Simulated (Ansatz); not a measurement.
# BN (P6_3/mmc) in Ansatz: equation of state

How stiff is BN in PBE, and what volume does it want? The cell is scaled to several volumes.

Program: Ansatz 0.2.0. These are calculated values, not measurements. Logs are shortened: lines on timing, memory, paths and dates and some standing lists are left out, and cuts for length are marked.

**1. The crystal as given**

It takes space group P6_3/mmc (No. 194, hexagonal). Conventional cell: a = 2.498 Å, b = 2.498 Å, c = 6.636 Å, α = 90.00°, β = 90.00°, γ = 120.00°. Around N (site symmetry -6m2) lie 3 B at 1.44 Å. Around B (site symmetry -6m2) lie 3 N at 1.44 Å.

**2. Equation of state, PBE**

Potentials or basis: all-electron LAPW, scalar-relativistic.

This step only gathers the single runs of the series.

Results:

| Item | Value |
| --- | --- |
| Equilibrium volume | 9.15 Å³/atom |
| Bulk modulus at fixed shape and positions | 236 GPa |
| Pressure derivative of the bulk modulus | 3.6 |

Energy against volume, from the lowest point:
```csv
volume (Å³/atom),energy (meV/atom)
8.429,47.89
8.608,26.26
8.787,11.45
8.967,2.88
9.146,0.00
9.325,2.32
9.505,9.41
```

Caveat: the cell was scaled at fixed shape and fractional positions, which overstates the stiffness of a crystal with free parameters, most of all of layers and chains; this functional lacks dispersion, which binds the layers, so the pressure and a relaxed spacing across them are unreliable.
